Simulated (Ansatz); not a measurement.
Input and command of a calculation in Ansatz (plane waves; scalar-relativistic PAW potentials unless the input names others):

```yaml
crystal:
  lattice:
    - [4.507001215, 0.0, 0.0]
    - [0.0, 2.2535006075, -2.2535006075]
    - [0.0, 6.5483697881, 6.5483697881]
  atoms:
    - { symbol: Ga, position: [0.0, 0.0, 0.9463445401] }
    - { symbol: Ga, position: [0.5, 0.5, 0.0860156795] }
    - { symbol: Ga, position: [0.0, 0.0, 0.2580814516] }
    - { symbol: Ga, position: [0.5, 0.5, 0.4301472237] }
    - { symbol: Ga, position: [0.0, 0.0, 0.6022129959] }
    - { symbol: Ga, position: [0.5, 0.5, 0.774278768] }
    - { symbol: "N", position: [0.75, 0.0, 0.4301472237] }
    - { symbol: "N", position: [0.25, 0.5, 0.6022129959] }
    - { symbol: "N", position: [0.75, 0.0, 0.774278768] }
    - { symbol: "N", position: [0.25, 0.5, 0.9463445401] }
    - { symbol: "N", position: [0.75, 0.0, 0.0860156795] }
    - { symbol: "N", position: [0.25, 0.5, 0.2580814516] }
kpoints:
  mp_grid: { grid: [6, 8, 3] }
hamiltonian:
  xc: pbe
scf:
  occupations: { method: gaussian, width: 0.05 }
output:
  forces: true
  eigenvalues: true
  stress: true
accuracy: high
```

```bash
ansatz run input.yaml --threads 2 --pin off --max-ram 5120MiB --backend cpu --events-out ev --progress --plain --runs-dir out
```

Abridged log:
```
Basis set: ecut = 420 eV, 2607 PW (Γ), exchange–correlation on 72×50×144 points (8 copies of the dense FFT grid, shifted against one another)
Bands: 66, of which v1, the nominal top of the filled ones, is band 54 counted from 1 (53 counted from 0)
Symmetry: 4 space group operations
k-points: 40 of 144 (time reversal used)
SCF iter   1: F=—  HF=-25006.092433 eV  |F-HF|=—  |Δ(HF+E_count)|=         —  Δρ=1.09e-3  dr2=1.19e-3  ethr=1.77e-3  ⟨swp⟩=6.3  Hψ=9564  notcnv=0  defer=22
SCF iter   2: F=—  HF=-25006.093216 eV  |F-HF|=—  |Δ(HF+E_count)|=   7.84e-4  Δρ=5.36e-4  dr2=1.85e-4  ethr=1.11e-6  ⟨swp⟩=2.1  Hψ=5204  notcnv=0  defer=60
SCF iter   3: F=—  HF=-25006.093483 eV  |F-HF|=—  |Δ(HF+E_count)|=   2.67e-4  Δρ=2.51e-4  dr2=5.36e-5  ethr=1.71e-7  ⟨swp⟩=2.0  Hψ=4006  notcnv=0  defer=2
automatic band count: iteration 3 solves 62 bands in place of 66: the levels show a gap, and the empty bands left out lie too high to hold charge; the band table lists the bands solved (type scf.n_extra_bands for more)
SCF iter   4: F=—  HF=-25006.093567 eV  |F-HF|=—  |Δ(HF+E_count)|=   8.42e-5  Δρ=6.70e-5  dr2=5.76e-6  ethr=4.96e-8  ⟨swp⟩=2.0  Hψ=4539  notcnv=0  defer=2
SCF iter   5: F=—  HF=-25006.093569 eV  |F-HF|=—  |Δ(HF+E_count)|=   2.16e-6  Δρ=3.40e-5  dr2=1.21e-6  ethr=5.34e-9  ⟨swp⟩=2.0  Hψ=4538  notcnv=0  defer=2
SCF iter   6: F=—  HF=-25006.093570 eV  |F-HF|=—  |Δ(HF+E_count)|=   8.18e-7  Δρ=8.85e-6  dr2=1.13e-7  ethr=1.12e-9  ⟨swp⟩=2.1  Hψ=4336  notcnv=0  defer=2
SCF iter   7: F=-25006.093570 eV  HF=-25006.093570 eV  |F-HF|=2.88e-8  |Δ(HF+E_count)|=   8.18e-8  Δρ=5.81e-6  dr2=4.64e-8  ethr=9.26e-11  ⟨swp⟩=8.0  Hψ=9778  notcnv=0
SCF iter   8: F=—  HF=-25006.093570 eV  |F-HF|=—  |Δ(HF+E_count)|=   1.80e-9  Δρ=1.17e-6  dr2=1.68e-9  ethr=4.30e-11  ⟨swp⟩=2.1  Hψ=4464  notcnv=0
SCF iter   9: F=-25006.093570 eV  HF=-25006.093570 eV  |F-HF|=7.28e-12  |Δ(HF+E_count)|=   1.40e-9  Δρ=3.29e-7  dr2=1.15e-10  ethr=1.00e-12  ⟨swp⟩=3.0  Hψ=11188  notcnv=0
SCF 1 converged in 9 iterations: F = -25006.093570 eV  dr2 = 1.15e-10
SCF converged after 9 iterations
Free energy (F): -25006.093570 eV
Harris-Foulkes:  -25006.093570 eV  (|F-HF|=7.28e-12)
Internal energy: -25006.093570 eV  (E = F + TS)
E sigma→0 (E₀):  -25006.093570 eV
Fermi energy:    11.152615 eV
--- Forces (eV/Å), atoms counted from 1 ---
  atom   1  Ga     2.53053238    -2.83951445    -2.83951445
  atom   2  Ga     2.53053238     2.83951445     2.83951445
  atom   3  Ga     0.02708039     0.45568409     0.45568409
  atom   4  Ga    -0.05664802     0.01154576     0.01154576
  atom   5  Ga    -0.05664802    -0.01154576    -0.01154576
  atom   6  Ga     0.02708039    -0.45568409    -0.45568409
  atom   7  N      0.01461508    -0.04851140    -0.04851140
  atom   8  N      0.01461508     0.04851140     0.04851140
  atom   9  N      0.06488689    -0.27961461    -0.27961461
  atom  10  N     -2.58046650    -2.87517163    -2.87517163
  atom  11  N     -2.58046650     2.87517163     2.87517163
  atom  12  N      0.06488689     0.27961461     0.27961461
--- Stress (GPa, compression-positive) ---
       14.648633       0.000000       0.000000
        0.000000      14.586882       9.003246
        0.000000       9.003246      14.586882
  P = ⅓ Tr σ = 14.6075 GPa (146.075 kbar)
```

Apart from outputs and empty bands, the input differs from a reference run on usual settings in accuracy: not typed → "high"; basis.ecutwfc: 420 → not typed. The reference, at the same geometry (not necessarily relaxed), gave pressure 14.61 GPa, largest force 4.816 eV/Å, gap on the mesh 1.74 eV. This run converged in 9 SCF iterations (reference: 7) with an energy at zero smearing within 0.01 meV/atom of the reference's, pressure 14.61 GPa, largest force 4.816 eV/Å, gap on the mesh 1.74 eV.

It took 16 s on 2 threads of Intel(R) Xeon(R) Platinum 8124M CPU @ 3.00GHz (Skylake/Cascade Lake), with other jobs on the host, peak memory 0.6 GiB.